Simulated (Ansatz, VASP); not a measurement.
One calculation of Os, two programs

```
Os
1.0
     2.78847    0.00000    0.00000
    -1.39423    2.41488    0.00000
     0.00000    0.00000    8.95054
Os
4
Cartesian
  -1.3942 2.4149 0.0000
  -1.3942 2.4149 4.4753
  0.0000 1.6099 2.2376
  1.3942 0.8050 6.7129
```

Alike in both runs: task single point; functional RPBE; k mesh 15 × 15 × 4; occupations fermi-dirac, width 0.1 eV; no spin polarisation.

```csv
,VASP,Ansatz
version,VASP 6.6.1,Ansatz 0.2.0
potentials or method,"VASP PAW PBE potentials, release 64 (Os)","plane waves (420 eV) with PAW, scalar-relativistic"
plane-wave cutoff (eV),520,420
valence electrons in the cell,32,64
```

```tsv
	VASP	Ansatz	Ansatz less VASP
pressure (GPa)	-14.2	-13.6	+0.56
largest component of the traceless stress (GPa)	0.51	0.54	+0.028
```

The two sets of potentials don't hold the same shells in valence.

Caveats: the PAW data sets were made with another functional, which shifts forces and pressure a little (VASP). Spin-orbit coupling is left out, which matters for the levels of Os.
